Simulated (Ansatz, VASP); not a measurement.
**One calculation of Ba, two programs**

File INCAR:

```
SYSTEM = Ba
ALGO = Normal
EDIFF = 1E-7
ENCUT = 520
GGA = CA
ISIF = 2
ISMEAR = 1
LASPH = .TRUE.
LCHARG = .FALSE.
LREAL = .FALSE.
LWAVE = .FALSE.
NBANDS = 11
NELM = 100
PREC = Accurate
SIGMA = 0.03
```

The input KPOINTS:

```
k-points
0
G
  9 9 9
  0 0 0
```

Contents of POSCAR:

```
Ba
1.0
   -2.3789385306      2.3789385306      2.3789385306
    2.3789385306     -2.3789385306      2.3789385306
    2.3789385306      2.3789385306     -2.3789385306
Ba
1
Direct
    0.0000000000      0.0000000000      0.0000000000
```

Input for Ansatz:

```yaml
crystal:
  lattice:
    - [-2.3789385306, 2.3789385306, 2.3789385306]
    - [2.3789385306, -2.3789385306, 2.3789385306]
    - [2.3789385306, 2.3789385306, -2.3789385306]
  atoms:
    - { symbol: Ba, position: [0.0, 0.0, 0.0] }
hamiltonian:
  xc: lda
  pseudopotentials:
    kind: paw
    azcp:
      Ba: "pseudopotentials/Ba.paw.azcp"
basis:
  ecutwfc: 420
  fft_grid_basis: typed
kpoints:
  mp_grid: { grid: [9, 9, 9], shift: [0, 0, 0] }
magnetization:
  spin_polarized: false
scf:
  occupations: { method: methfessel_paxton, width: 0.03 }
  lower_state_search: "off"
output:
  stress: true
```

Alike in both runs: task single point; functional LDA; k mesh 9 × 9 × 9; occupations methfessel-paxton of order 1, width 0.03 eV; no spin polarisation.

```csv
,VASP,Ansatz
version,VASP 6.6.1,Ansatz 0.2.0
potentials or method,"VASP PAW LDA potentials, release 64 (Ba_sv)","plane waves (420 eV) with PAW, scalar-relativistic"
plane-wave cutoff (eV),520,420
valence electrons in the cell,10,10
```

```csv
,VASP,Ansatz,Ansatz less VASP
pressure (GPa),0.1,0.0,-0.11
```

Ansatz warned: «pseudo_functional_mismatch».

Spin-orbit coupling is left out, which matters for the levels of Ba.
